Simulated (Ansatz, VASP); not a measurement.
**NaH in VASP and in Ansatz**

The input INCAR:

```
SYSTEM = NaH
PREC     = Accurate       ! precision mode
ENCUT    = 520            ! plane-wave cutoff, eV
EDIFF    = 1E-6           ! SCF threshold, eV
ISMEAR   = -1             ! smearing method
SIGMA    = 0.02           ! smearing width, eV
LREAL    = .False.        ! projectors in reciprocal space
LASPH    = .True.         ! aspherical terms in the spheres
NELM     = 100            ! most SCF steps
ALGO     = Normal         ! electronic algorithm
ISIF     = 2              ! what is computed and relaxed
LWAVE    = .False.        ! write WAVECAR
LCHARG   = .False.        ! write CHGCAR
GGA      = PE             ! functional
NBANDS   = 11             ! bands
```

The input KPOINTS:

```
Automatic mesh
0
Gamma
  4 4 4
  0 0 0
```

POSCAR

```
NaH
1.0
    0.0000000000      2.4400000000      2.4400000000
    2.4400000000      0.0000000000      2.4400000000
    2.4400000000      2.4400000000      0.0000000000
Na H
1 1
Direct
    0.0000000000      0.0000000000      0.0000000000
    0.5000000000      0.5000000000      0.5000000000
```

Input for Ansatz:

```yaml
crystal:
  lattice:
    - [0.0, 2.44, 2.44]
    - [2.44, 0.0, 2.44]
    - [2.44, 2.44, 0.0]
  atoms:
    - { symbol: Na, position: [0.0, 0.0, 0.0] }
    - { symbol: H, position: [0.5, 0.5, 0.5] }
kpoints:
  mp_grid: { grid: [4, 4, 4] }
scf:
  occupations: { method: fermi_dirac, width: 0.02 }
hamiltonian:
  xc: pbe
  pseudopotentials: { kind: all_electron, lapw: { basis_error: 0.00025 } }
output:
  forces: true
  stress: true
  eigenvalues: true
```

Alike in both runs: task single point; functional PBE; k mesh 4 × 4 × 4; occupations fermi-dirac, width 0.02 eV; no spin polarisation.

|  | VASP | Ansatz |
| --- | --- | --- |
| version | VASP 6.6.1 | Ansatz 0.2.0 |
| potentials or method | VASP PAW PBE potentials, release 64 (Na_pv, H) | all-electron LAPW, scalar-relativistic |
| plane-wave cutoff (eV) | 520 | see its input |

|  | VASP | Ansatz | Ansatz less VASP |
| --- | --- | --- | --- |
| gap on the k mesh at the Fermi level (eV) | 3.71 | 3.71 | +0.002 |
| pressure (GPa) | -0.7 | -0.6 | +0.05 |

Ansatz ran all-electron here, so the differences hold the error of VASP's frozen core and of both bases.

Caveats: the k mesh is coarse (spacing up to 0.56 Å⁻¹), so the values aren't converged. A k mesh can miss the band edges. PBE gaps usually lie below the measured ones, often by a third to a half.
